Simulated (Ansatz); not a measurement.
# Structures of CrO2: which is lowest?

Plane-wave DFT in Ansatz with scalar-relativistic PAW potentials, cutoff 420 eV, Γ-centred meshes chosen by cell and gap, Gaussian smearing with energies taken to zero width. Every cell was relaxed (cell and atoms) in a run of its own, within the symmetry of its start. Functional: LDA.

Relaxed structures (starts from databases or built by putting these elements on another compound's sites):
A. P2_1/m, 12 atoms in the computed cell, a = 4.605 Å, b = 2.681 Å, c = 9.221 Å, β = 94.6°; sites (symmetry × multiplicity) O m × 2 + m × 2 + m × 2 + m × 2, Cr m × 2 + m × 2; start: built
B. P2_1/m, 6 atoms in the computed cell, a = 4.605 Å, b = 2.681 Å, c = 25.606 Å, β = 90.2°; sites (symmetry × multiplicity) O m × 2 + m × 2, Cr m × 2; start: built

**Question.** Rank them by energy. Could pressure change the order?

**Answer.**
| structure | group | E − E(lowest) (meV/atom) | V (Å³/atom) | gap on mesh (eV) |
| --- | --- | --- | --- | --- |
| A | P2_1/m | 0.0 | 9.46 | 0.00 |
| B | P2_1/m | 21.5 | 52.69 | 0.00 |

A is lowest, 22 meV/atom under B. The lowest is also the densest of these, so pressure wouldn't bring one of the others in at first order. Other structures may lie lower than all of these, and vibrations aren't counted.

Each cell of CrO2 holds layers, and where no dispersion correction was added their binding is poorly described. Spin polarisation was left out, and a magnetic state may lie lower.